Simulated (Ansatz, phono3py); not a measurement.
## Phonon transport in BaO (Fm-3m)

Wanted: κ(T), lifetimes and mean free paths for BaO.

What experiment has found for this phase:
- thermal conductivity 2.3 W/m/K near room temperature (given in “Combining the AFLOW GIBBS and Elastic Libraries to efficiently and robustly screen thermo-mechanical properties of solids”, 2017, arXiv:1611.05714)
- thermal conductivity 2.3 W/m/K near room temperature (given in “Predicting the lattice thermal conductivity of solids by solving the Boltzmann transport equation: AFLOW - AAPL an automated, accurate and efficient framework”, 2017, arXiv:1611.05481)

Program: Ansatz 0.2.0. Level of theory: DFT LDA, scalar-relativistic, plane waves, PAW; PAW set soft_1. Results are calculated unless marked as measured.

Most raw output is cut from this account.

The database entry behind the starting cell differs from later determinations by our own check (about 0.7 % short), so it need not match the best structure at ambient conditions.

## (1) Starting point

It takes space group Fm-3m (No. 225, cubic). Conventional cell: a = 5.500 Å, b = 5.500 Å, c = 5.500 Å, α = 90.00°, β = 90.00°, γ = 90.00°. Nearest to Ba lie 6 O at 2.75 Å. O has 6 Ba at 2.75 Å nearest. Farther neighbours and most contacts between anions are not listed.

Coordinates:

```cif
data_structure
_symmetry_space_group_name_H-M 'Fm-3m'
_symmetry_Int_Tables_number 225
_cell_length_a 5.5000
_cell_length_b 5.5000
_cell_length_c 5.5000
_cell_angle_alpha 90.000
_cell_angle_beta 90.000
_cell_angle_gamma 90.000
_cell_volume 166.38
loop_
_atom_site_label
_atom_site_type_symbol
_atom_site_symmetry_multiplicity
_atom_site_Wyckoff_symbol
_atom_site_fract_x
_atom_site_fract_y
_atom_site_fract_z
_atom_site_occupancy
Ba1 Ba 4 a 0.00000 0.00000 0.00000 1
O1 O 4 b 0.50000 0.00000 0.00000 1
```

## (2) Probe on a coarse mesh

Before spending time, one coarse run tells the gap and the pressure of the starting cell.

The input, input.yaml:

```yaml
crystal:
  lattice:
    - [0.0, 2.75, 2.75]
    - [2.75, 0.0, 2.75]
    - [2.75, 2.75, 0.0]
  atoms:
    - { symbol: Ba, position: [0.0, 0.0, 0.0] }
    - { symbol: O, position: [0.5, 0.5, 0.5] }
kpoints:
  mp_grid: { grid: [6, 6, 6] }
hamiltonian:
  xc: lda
  pseudopotentials: { kind: paw, azcp: { folder: soft_1 }, xc_functional: pbe }
scf:
  occupations: { method: gaussian, width: 0.1 }
  lower_state_search: "off"
output:
  forces: true
  stress: true
  eigenvalues: true
```

Started as:

```sh
ansatz run input.yaml --threads 8 --pin off --max-ram 19456MiB --backend cpu --events-out ev --progress --plain --runs-dir out
```

Run time: 1.1 s. Hardware: 8 threads of Arm Neoverse N1, shared host; peak memory 0.29 GiB; 2.2 s of CPU time.

Numbers from this step:

| Quantity | Value |
| --- | --- |
| pressure | -2.850 GPa |
| gap on the k-mesh | 1.828 eV |
| volume per atom | 20.80 Å³/atom |

The start is under -2.8 GPa at this level and looks like an insulator or semiconductor on this mesh.

## (3) Finding the static equilibrium

The vibrations must be taken about the equilibrium of this functional, not about the starting cell, so the structure is relaxed.

input.yaml, the sections that differ from step 2:

```yaml
kpoints:
  mp_grid: { grid: [8, 8, 8] }
scf:
  occupations: { method: gaussian, width: 0.02 }
  lower_state_search: "off"
output:
  forces: true
  stress: true
  eigenvalues: true
  write_density: true
  write_potential: true
  elf: true
  volumetric_format: npy
relax:
  adjacent_minimum: "off"
  f_tol: 0.005
  max_steps: 80
  cell: { stress_tol: 0.05 }
# crystal, hamiltonian: as in step 2
```

Elapsed: 3.1 s, on 8 threads; peak memory 0.33 GiB.

Step by step:

| step | energy less that of the first step (eV) | largest force component (eV/Å) | pressure (GPa) | volume (Å³) |
| --- | --- | --- | --- | --- |
| 1 | 0.0000 | 0.0000 | -2.85 | 41.59 |
| 2 | 0.0423 | 0.0000 | 7.67 | 37.28 |
| 3 | -0.0155 | 0.0000 | -0.37 | 40.33 |
| 4 | -0.0161 | 0.0000 | 0.02 | 40.15 |
| 5* | -0.0135 | 0.0000 | -0.07 | 40.15 |
| 6 | -0.0136 | 0.0000 | 0.00 | 40.12 |
| 7* | -0.0135 | 0.0000 | 0.00 | 40.12 |

Relaxation steps marked * repeat the geometry before them on a plane-wave basis chosen anew for their cell, so energy and pressure can jump there. Relaxation step 2 was tried and not accepted.

Forces are held to the 48 operations that the run works with; a distortion that breaks them can't arise in this run.

| conventional cell, symmetrised | before | after | change |
| --- | --- | --- | --- |
| a (Å) | 5.500 | 5.434 | -1.2 % |
| b (Å) | 5.500 | 5.434 | -1.2 % |
| c (Å) | 5.500 | 5.434 | -1.2 % |
| volume (Å³/atom) | 20.80 | 20.06 | -3.5 % |

Final coordinates:

```xyz
2
Lattice="0.0000 2.7171 2.7171 2.7171 0.0000 2.7171 2.7171 2.7171 0.0000" Properties=species:S:1:pos:R:3 pbc="T T T"
Ba    0.0000    0.0000    0.0000
O     2.7171    2.7171    2.7171
```

Numbers from this step:

```yaml
pressure: -0.003534 GPa
gap_on_the_k_mesh: 1.687 eV
volume_per_atom: 20.06 Å³/atom
```

ELF in the ac plane of the conventional cell at fractional y = 0.000, with atoms of Ba and O within 0.2 Å of it. It is the smooth field of the valence electrons, not physical close to the nuclei.

Ten even steps from '_' (0.03) to '@' (0.83), each cell a mean:
```
..**@@++::##@@##%%@@==::%%%%::
%%@@@@--..**@@@@@@%%--..**@@%%
%%##++..__::==++==--..__--**%%
::::..____..::::::..______..::
====::__..++##%%%%**--__..--==
@@%%**..--@@@@%%%%@@**..--%%@@
##@@##::++@@**..--%%%%::==@@%%
++@@##::++@@==__..%%%%::++@@##
@@@@##::==@@%%==**@@##::==@@@@
%%##==..::##@@@@@@@@++..::**##
::::..____::==++++--..____..::
++==::____..::::::..____..--++
@@@@##::..==######**::..++@@@@
==%%@@==::##@@@@@@%%==::##@@**
__==@@++::%%@@++##@@==::%%%%..
```
Columns run along a (5.4 Å), rows up along c (5.4 Å), edges of the conventional cell, whose origin can differ from the input's. Atoms in or near the plane, at fractional coordinates: Ba at (0.00, 0.00), Ba at (0.50, 0.50), O at (0.50, 0.00), O at (0.00, 0.50).

Electrostatic potential energy in the ac plane of the conventional cell at fractional y = 0.000, with atoms of Ba and O within 0.2 Å of it. With pseudopotentials it is smooth inside the atoms' cores, unlike the true potential.

Ten even steps from '0' (-54 eV) to '9' (13 eV), each cell a mean:
```
015899534799630
247899877999853
678999999999986
999999999999999
999998767899999
799987423589997
359985100379974
259984000269973
479985201479985
999997545789999
999999888899999
889999999999988
468999999999875
026899755999741
004899423799620
```
Columns run along a (5.4 Å; values clipped at the 3rd and 97th percentile), rows up along c (5.4 Å), edges of the conventional cell, whose origin can differ from the input's. Atoms in or near the plane, at fractional coordinates: Ba at (0.00, 0.00), Ba at (0.50, 0.50), O at (0.50, 0.00), O at (0.00, 0.50).

Valence density in the ac plane of the conventional cell at fractional y = 0.000, with atoms of Ba and O within 0.2 Å of it. It is the smooth field of the valence electrons, not physical close to the nuclei.

Values in e/Å³, 15 rows by 15 columns, each cell a mean:
```
0.7 1.2 1.1 0.4 0.2 0.7 2.7 5.8 4.4 1.3 0.3 0.3 0.7 1.3 0.9
1.3 1.2 0.7 0.2 0.2 0.3 0.9 1.7 1.3 0.5 0.2 0.2 0.4 1.0 1.3
0.8 0.6 0.3 0.1 0.1 0.1 0.3 0.4 0.3 0.2 0.1 0.1 0.2 0.4 0.7
0.3 0.2 0.1 0.1 0.1 0.1 0.2 0.3 0.3 0.2 0.1 0.1 0.1 0.2 0.3
0.4 0.3 0.1 0.1 0.1 0.3 0.6 0.8 0.7 0.4 0.2 0.1 0.1 0.2 0.3
1.6 0.9 0.3 0.2 0.2 0.7 1.2 1.3 1.3 1.0 0.4 0.2 0.2 0.5 1.3
5.6 2.6 0.6 0.2 0.4 1.1 1.2 0.7 0.9 1.3 0.7 0.3 0.3 1.3 4.4
7.4 3.4 0.8 0.3 0.5 1.2 1.1 0.5 0.7 1.3 0.8 0.3 0.4 1.7 5.8
3.4 1.6 0.5 0.2 0.3 0.9 1.3 1.1 1.2 1.2 0.6 0.2 0.3 0.9 2.7
0.8 0.5 0.2 0.1 0.2 0.5 0.9 1.2 1.1 0.7 0.3 0.1 0.1 0.3 0.7
0.3 0.2 0.1 0.1 0.1 0.2 0.3 0.5 0.4 0.2 0.1 0.1 0.1 0.2 0.2
0.4 0.3 0.2 0.1 0.1 0.1 0.2 0.3 0.2 0.2 0.1 0.1 0.1 0.2 0.4
1.1 0.9 0.5 0.2 0.1 0.2 0.5 0.8 0.6 0.3 0.1 0.1 0.3 0.7 1.1
1.1 1.3 0.9 0.3 0.2 0.5 1.6 3.4 2.6 0.9 0.3 0.2 0.6 1.2 1.2
0.6 1.1 1.1 0.4 0.3 0.8 3.4 7.4 5.6 1.6 0.4 0.3 0.8 1.3 0.7
```
Columns run along a (5.4 Å), rows up along c (5.4 Å), edges of the conventional cell, whose origin can differ from the input's. Atoms in or near the plane, at fractional coordinates: Ba at (0.00, 0.00), Ba at (0.50, 0.50), O at (0.50, 0.00), O at (0.00, 0.50).

The relaxation ends with a pressure of 0.00 GPa.

## (4) Relaxing to small residual forces and stress

The relaxation is repeated with tighter thresholds on force and stress, since phonons are sensitive to what is left; a change of mesh or smearing in the input moves the cell too.

The input, input.yaml:

```yaml
crystal:
  lattice:
    - [0.0, 2.7170914825, 2.7170914825]
    - [2.7170914825, 0.0, 2.7170914825]
    - [2.7170914825, 2.7170914825, 0.0]
  atoms:
    - { symbol: Ba, position: [0.0, 0.0, 0.0] }
    - { symbol: O, position: [0.5, 0.5, 0.5] }
kpoints:
  mp_grid: { grid: [9, 9, 9] }
hamiltonian:
  xc: lda
  pseudopotentials: { kind: paw, azcp: { folder: soft_1 }, xc_functional: pbe }
scf:
  occupations: { method: fixed }
  lower_state_search: "off"
output:
  forces: true
  stress: true
  eigenvalues: true
relax:
  adjacent_minimum: "off"
  f_tol: 0.001
  max_steps: 60
  cell: { stress_tol: 0.01 }
```

It took 1.1 s on 8 threads; peak memory 0.32 GiB.

Little changed from the start: no atom moved by 0.005 Å and no cell edge by 0.1 %.

Numbers from this step:

| Item | Value |
| --- | --- |
| pressure | -0.004025 GPa |
| gap on the k-mesh | 1.776 eV |

The residual pressure is -0.0040 GPa, small enough for phonons.

## (5) A cheap rung, third order supercell 2×2×2, atoms in the supercell 16

A small supercell and a short cutoff cost little, and show how far such settings carry.

input.yaml, the sections that differ from step 4:

```yaml
kpoints:
  mp_grid: { grid: [6, 6, 6] }
output:
  eigenvalues: true
phonons:
  method: fd
  dielectric: true
  supercell: [2, 2, 2]
  temperatures: { t_max: 1000, t_step: 50 }
  qpath:
    path:
      - [[0.0, 0.0, 0.0], [0.5, 0.0, 0.5], [0.625, 0.25, 0.625]]
      - [[0.375, 0.375, 0.75], [0.0, 0.0, 0.0], [0.5, 0.5, 0.5], [0.5, 0.25, 0.75], [0.5, 0.0, 0.5]]
    npoints: 10
  third_order: { supercell: [2, 2, 2], pair_cutoff: 2.867 }
  lattice_thermal_conductivity:
    qmesh: [11, 11, 11]
    temperatures: [100.0, 150.0, 200.0, 300.0, 400.0, 500.0, 600.0, 800.0]
    isotope_mass_variance:
      - { species: Ba, variance: 6.237e-05 }
      - { species: O, variance: 3.359e-05 }
# crystal, hamiltonian, scf: as in step 4
# relax: removed
```

Run time: 2.3 min. Hardware: 8 threads; peak memory 1.3 GiB; 17 min of CPU time.

Numbers from this step:

| Quantity | Value |
| --- | --- |
| Γ frequencies | 0, 0, 0, 82.56, 82.56, 82.56 cm⁻¹ (negative: imaginary) |
| lowest frequency on the path | 0 cm⁻¹ |
| zero-point energy | 0.05832 eV/cell |
| point group | m-3m |
| highest frequency | 404.6 cm⁻¹ |
| Debye temperature from the second moment | 333 K |
| κ at 300 K (relaxation time) | 4.428 W/m/K |
| κ at 300 K (full solution) | 4.623 W/m/K |
| dipole term | run |
| mean free path at half of κ | 5.8 nm |
| share of κ above the three lowest branches | 0.337 |
| third-order blocks | 38 |
| periodic aliases dropped | 0 |
| largest relative sum-rule correction | 0.1616 |
| displaced cells, third order | 22 |

W/m/K. Kappa, by row:

| T (K) | RTA xx | RTA yy | RTA zz | full xx | full yy | full zz | coherence part xx | coherence part yy | coherence part zz | ending | iterations | least Ritz value |
| --- | --- | --- | --- | --- | --- | --- | --- | --- | --- | --- | --- | --- |
| 100 | 10.19 | 10.19 | 10.19 | 10.69 | 10.69 | 10.69 | 0.1061 | 0.1061 | 0.1061 | converged | 8 | 0.525 |
| 150 | 7.461 | 7.461 | 7.461 | 7.798 | 7.798 | 7.798 | 0.1482 | 0.1482 | 0.1482 | converged | 8 | 0.525 |
| 200 | 6.052 | 6.052 | 6.052 | 6.321 | 6.321 | 6.321 | 0.1721 | 0.1721 | 0.1721 | converged | 8 | 0.525 |
| 300 | 4.428 | 4.428 | 4.428 | 4.623 | 4.623 | 4.623 | 0.2013 | 0.2013 | 0.2013 | converged | 8 | 0.525 |
| 400 | 3.503 | 3.503 | 3.503 | 3.655 | 3.655 | 3.655 | 0.2213 | 0.2213 | 0.2213 | converged | 8 | 0.525 |
| 500 | 2.913 | 2.913 | 2.913 | 3.037 | 3.037 | 3.037 | 0.2373 | 0.2373 | 0.2373 | converged | 8 | 0.525 |
| 600 | 2.506 | 2.506 | 2.506 | 2.611 | 2.611 | 2.611 | 0.2508 | 0.2508 | 0.2508 | converged | 8 | 0.525 |
| 800 | 1.986 | 1.986 | 1.986 | 2.066 | 2.066 | 2.066 | 0.2726 | 0.2726 | 0.2726 | converged | 8 | 0.525 |

This rung gives 4.43 W/(m K) at 300 K by relaxation time, but with 16 atoms, 1 neighbour distance inside the cutoff and a 11×11×11 mesh it is a test, not the conductivity of the crystal.

## (6) Third-order constants on small settings, third order supercell 3×3×3, atoms in the supercell 54

input.yaml: that of step 5 with these lines changed.

```diff
@@ -21,3 +21,3 @@
   dielectric: true
-  supercell: [2, 2, 2]
+  qmesh: [6, 6, 6]
   temperatures: { t_max: 1000, t_step: 50 }
@@ -28,5 +28,5 @@
     npoints: 10
-  third_order: { supercell: [2, 2, 2], pair_cutoff: 2.867 }
+  third_order: { supercell: [3, 3, 3], pair_cutoff: 2.867 }
   lattice_thermal_conductivity:
-    qmesh: [11, 11, 11]
+    qmesh: [19, 19, 19]
     temperatures: [100.0, 150.0, 200.0, 300.0, 400.0, 500.0, 600.0, 800.0]
```

It took 19 min on 8 threads; peak memory 10 GiB; 2.5 h of CPU time.

This step gave:

* zero-point energy: 0.05855 eV/cell
* Debye temperature from the second moment: 336 K
* κ at 300 K (relaxation time): 5.78 W/m/K
* κ at 300 K (full solution): 6.018 W/m/K
* mean free path at half of κ: 13.8 nm
* share of κ above the three lowest branches: 0.239
* largest relative sum-rule correction: 0.1756
* displaced cells, third order: 33

W/m/K. Kappa, by row:

| T (K) | RTA xx | RTA yy | RTA zz | full xx | full yy | full zz | coherence part xx | coherence part yy | coherence part zz | ending | iterations | least Ritz value |
| --- | --- | --- | --- | --- | --- | --- | --- | --- | --- | --- | --- | --- |
| 100 | 16 | 16 | 16 | 16.62 | 16.62 | 16.62 | 0.08177 | 0.08177 | 0.08177 | converged | 8 | 0.482 |
| 150 | 10.65 | 10.65 | 10.65 | 11.06 | 11.06 | 11.06 | 0.1173 | 0.1173 | 0.1173 | converged | 8 | 0.48 |
| 200 | 8.239 | 8.239 | 8.239 | 8.569 | 8.569 | 8.569 | 0.1453 | 0.1453 | 0.1453 | converged | 8 | 0.479 |
| 300 | 5.78 | 5.78 | 5.78 | 6.018 | 6.018 | 6.018 | 0.1886 | 0.1886 | 0.1886 | converged | 8 | 0.479 |
| 400 | 4.493 | 4.493 | 4.493 | 4.678 | 4.678 | 4.678 | 0.2216 | 0.2216 | 0.2216 | converged | 8 | 0.479 |
| 500 | 3.7 | 3.7 | 3.7 | 3.851 | 3.851 | 3.851 | 0.2481 | 0.2481 | 0.2481 | converged | 8 | 0.479 |
| 600 | 3.164 | 3.164 | 3.164 | 3.291 | 3.291 | 3.291 | 0.2699 | 0.2699 | 0.2699 | converged | 8 | 0.479 |
| 800 | 2.49 | 2.49 | 2.49 | 2.586 | 2.586 | 2.586 | 0.3039 | 0.3039 | 0.3039 | converged | 8 | 0.479 |

This rung gives 5.78 W/(m K) at 300 K by relaxation time, but with 54 atoms, 1 neighbour distance inside the cutoff and a 19×19×19 mesh it is a test, not the conductivity of the crystal.

## (7) Levels and costs side by side

Ladder, by row:

| cells or q mesh | k mesh | pair cutoff | atoms in the supercell | q-mesh of the transport sums | κ at 300 K (relaxation time) (W/m/K) | κ at 300 K (full solution) (W/m/K) | core-minutes |
| --- | --- | --- | --- | --- | --- | --- | --- |
| 2x2x2 | 6x6x6 | 2.867 | 16 | 11×11×11 | 4.428 | 4.623 | 17.2 |
| 6x6x6 | 6x6x6 | 2.867 | 54 | 19×19×19 | 5.78 | 6.018 | 149.1 |

## (8) Outcome

```yaml
conductivity: not obtained on sound settings
```

In words: No conductivity was obtained: no run with a large enough supercell and cutoff finished.

[Logs are printed without paths, hosts, clocks, repeated set-up lines and the standing remarks that a program may print on its own settings, such as how far it seeks lower states.]

[Hosts, paths, dates, database ids (printed as entryN), source tags and the programs' standing remarks are cut or masked in the printed files.]

[A step with changed settings may run another functional than the one named; its input shows which.]
